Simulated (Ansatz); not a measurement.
All numbers below come from DFT PBE, scalar-relativistic, plane waves, PAW (Ansatz 0.2.0).

Cutoff 420 eV; k points 12×12×8 on the computed 3-atom cell (Γ-centred); Gaussian smearing, width 0.05 eV; no spin polarisation.

```
Pt S
1.0
     3.70771    0.00071    0.00206
    -1.85324    3.18868   -0.00044
     0.00292    0.00096    5.23320
Pt S
1 2
Direct
  0.96067 0.99790 0.98827
  0.33041 0.62804 0.24619
  0.70893 0.37406 0.76554
```

Task: Is this geometry at equilibrium? Which atom feels the largest force?

Result: It isn't. Atom 1 (Pt) feels (1.89, 0.34, 1.46) eV/Å, 2.416 eV/Å in size.

Task: Give all forces and the stress.

Result:
```tsv
atom	Fx	Fy	Fz
Pt1	1.894	0.342	1.461
S2	-0.741	0.599	-1.310
S3	-1.152	-0.940	-0.150
```
Stress (GPa, compression positive):
```
-8.14 -0.90  0.86
-0.90 -4.22  4.64
 0.86  4.64 -3.58
```

Spin–orbit coupling is left out, which can shift energies with elements as heavy as these. The cell holds layers, and where no dispersion correction was added their binding is poorly described.